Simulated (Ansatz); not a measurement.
Cu:

```
CELL_PARAMETERS angstrom
0.00000 1.80750 1.80750
1.80750 0.00000 1.80750
1.80750 1.80750 0.00000
ATOMIC_POSITIONS crystal
Cu 0.00000 0.00000 0.00000
```

Base run:

| Property | Result |
| --- | --- |
| Program | Ansatz 0.2.0 |
| Functional | PBEsol |
| Potentials or basis | all-electron LAPW, scalar-relativistic |
| Cutoff | 295 eV (chosen from the basis error) |
| Basis error allowed | 0.001 eV/atom |
| k mesh | 13 × 13 × 13 |
| Occupations | fermi-dirac, width 0.05 eV |
| Spin | no spin polarisation |

Its results: pressure -6.6 GPa.

Task: After a change of settings the same cell gave: pressure -2.3 GPa. Which change was it?
A. potentials or basis from all-electron LAPW, scalar-relativistic to all-electron PAW datasets made for the crystal
B. potentials or basis from all-electron LAPW, scalar-relativistic to all-electron LAPW, inner shells corrected to Dirac's equation
C. potentials or basis from all-electron LAPW, scalar-relativistic to all-electron LAPW, non-relativistic

Result: C.

The runs don't all hold the same shells in valence.
